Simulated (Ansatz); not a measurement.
Crystal: CoO.

```
CELL_PARAMETERS angstrom
1.50547 0.86918 2.43993
-1.50547 0.86918 2.43993
0.00000 -1.73837 2.43993
ATOMIC_POSITIONS crystal
Co 0.00000 0.00000 0.00000
O 0.50000 0.50000 0.50000
```

The cell is a database's computed one.

Base run:

| Item | Value |
| --- | --- |
| Program | Ansatz 0.2.0 |
| Functional | r2SCAN |
| Potentials or basis | Ansatz PAW |
| Cutoff | 500 eV |
| Density cutoff | 2000 eV |
| k mesh | 11 × 11 × 11 |
| Occupations | fermi-dirac, width 0.05 eV |
| Spin | collinear spin, ferromagnetic start |
| Starting moments | [2.0, 0.0] μB |
| Hubbard terms | Co d U = 3 eV |

Its results: band gap on the k mesh 2.02 eV, indirect (least direct gap 3.13 eV); pressure 5.0 GPa; net moment 3.00 μB per cell; site moments Co +2.65; O +0.21 μB.

Problem. After a change of settings the same cell gave: band gap on the k mesh 2.49 eV, indirect (least direct gap 3.84 eV); pressure 11.0 GPa; net moment 3.00 μB per cell; site moments Co +2.71; O +0.12 μB. Which change was it?
A. hubbard terms from Co d U = 3 eV to Co d U = 6 eV
B. functional from r2SCAN to PBEsol; cutoff from 500 eV to 420 eV; density cutoff from 2000 eV to 1680 eV; hubbard terms from Co d U = 3 eV to Co d U = 8 eV
C. hubbard terms from Co d U = 3 eV to Co d U = 8 eV
D. functional from r2SCAN to PBE; cutoff from 500 eV to 420 eV; density cutoff from 2000 eV to 1680 eV; hubbard terms from Co d U = 3 eV to none; hubbard projectors from ortho-atomic (the default) to none

Solution. C.

Caveats: the magnetic or orbital state may not be the lowest; odd divisions of the mesh miss points on the zone boundary, where band edges often lie, so the gap on the mesh can be too wide; a cell with one magnetic atom can't hold antiferromagnetic order, which such compounds often take; the PAW data sets come from PBE, with cores solved anew for the run's functional, which leaves a small shift of forces and pressure.

Not every run made on this cell is shown here.
